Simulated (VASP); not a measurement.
# AlPt: single point with PBEsol+U

Crystal: AlPt.

```
Pt Al
1.0
     4.87893    0.00000    0.00000
     0.00000    4.87893    0.00000
     0.00000    0.00000    4.87893
Pt Al
4 4
Cartesian
  4.1224 3.1960 1.6829
  3.1960 1.6829 4.1224
  1.6829 4.1224 3.1960
  0.7565 0.7565 0.7565
  0.7610 1.6785 3.2004
  1.6785 3.2004 0.7610
  3.2004 0.7610 1.6785
  4.1180 4.1180 4.1180
```

The cell is a database's computed one.

| Quantity | Value |
| --- | --- |
| Program | VASP 6.6.1 |
| Task | single point |
| Functional | PBEsol |
| Potentials or basis | VASP PAW PBE potentials, release 64 (Pt, Al) |
| Cutoff | 520 eV |
| k mesh | 5 × 5 × 5 |
| Occupations | fermi-dirac, width 0.05 eV |
| Spin | no spin polarisation |
| Hubbard terms | Pt d U = 2 eV |
| Further INCAR settings | ALGO = Fast; EDIFF = 1e-06; NBANDS = 36 |

```yaml
Pressure: -4.2 GPa
Largest_force: 0.059 eV/Å
Band_gap_on_the_k_mesh: none (metal or under the smearing width)
```

Forces on the atoms (eV/Å):
```
Pt   0.034 -0.034  0.034
Pt  -0.034  0.034  0.034
Pt   0.034  0.034 -0.034
Pt  -0.034 -0.034 -0.034
Al   0.016 -0.016  0.016
Al  -0.016  0.016  0.016
Al   0.016  0.016 -0.016
Al  -0.016 -0.016 -0.016
```

Levels at points of the mesh, in eV from the Fermi level:
```csv
k point,band 24,band 25,band 26,band 27,band 28,band 29
"(0.00, 0.00, 0.00)",-1.86,-0.33,-0.33,-0.33,4.19,4.19
```

Eigenvalues of the final occupation matrices:
| site | spin | trace | eigenvalues |
| --- | --- | --- | --- |
| site 1 d | 1 | 4.21 | 0.83 0.83 0.84 0.85 0.85 |
| site 1 d | 2 | 4.21 | 0.83 0.83 0.84 0.85 0.85 |
| site 2 d | 1 | 4.21 | 0.83 0.83 0.84 0.85 0.85 |
| site 2 d | 2 | 4.21 | 0.83 0.83 0.84 0.85 0.85 |
| site 3 d | 1 | 4.21 | 0.83 0.83 0.84 0.85 0.85 |
| site 3 d | 2 | 4.21 | 0.83 0.83 0.84 0.85 0.85 |
| site 4 d | 1 | 4.21 | 0.83 0.83 0.84 0.85 0.85 |
| site 4 d | 2 | 4.21 | 0.83 0.83 0.84 0.85 0.85 |

Run time: 54 s on 1 thread of AMD EPYC 7R43 64-Core Processor (Zen 3), with other jobs on the host, peak memory 0.18 GiB.

Caveat: the PAW data sets were made with another functional, which shifts forces and pressure a little; U without spin polarisation on a metal has little footing; the U is typed as a test and isn't derived for this compound. Spin-orbit coupling is left out, which matters for the levels of Pt.
